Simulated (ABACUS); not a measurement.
Runs of ABACUS 3.10.1 on SiC (Moissanite 6H). Symmetry: P6_3mc, No. 186, hexagonal system. The conventional cell has a = 3.095 Å, b = 3.095 Å, c = 15.170 Å, α = 90.00°, β = 90.00°, γ = 120.00°. Si (site symmetry 3m) is surrounded by 4 C at 1.90 Å. Si (site symmetry 3m) is surrounded by 4 C at 1.90 Å. Si (site symmetry 3m) is surrounded by 4 C at 1.90 Å. C (site symmetry 3m) has 4 Si at 1.90 Å as nearest neighbours. C (site symmetry 3m) has 4 Si at 1.90 Å as nearest neighbours. C (site symmetry 3m) has 4 Si at 1.90 Å as nearest neighbours. 

| level | D2 scale factor | gap on the mesh (eV) | pressure (GPa) | largest force (eV/Å) |
| --- | --- | --- | --- | --- |
| PBE+D3(BJ)+ABC | - | 2.03 | 0.2 | 0.14 |
| PBE | - | 2.03 | (b) | 0.14 |
| PBE+D3(BJ) | - | 2.03 | -0.4 | 0.14 |
| PBE+D2 | 0.75 | 2.03 | 0.7 | 0.14 |
| PBE+D3 | - | 2.03 | (a) | 0.14 |

Alike in all rows: task single point; potentials or basis PseudoDojo NC SR 0.4.1 PBE standard, DZP LCAO (the cutoffs set its grid); no spin polarisation; cell as given; k mesh 10 × 10 × 2; cutoff (eV) 1361; smearing fermi-dirac 0.05 eV.

Task: Fill in the values left out.

Result: (a) 2.2; (b) 4.2.

Caveats: the atomic orbitals were generated for these runs and aren't a published set; the basis of atomic orbitals isn't converged, which shifts pressures, moduli and gaps.

A k mesh can miss the band edges.
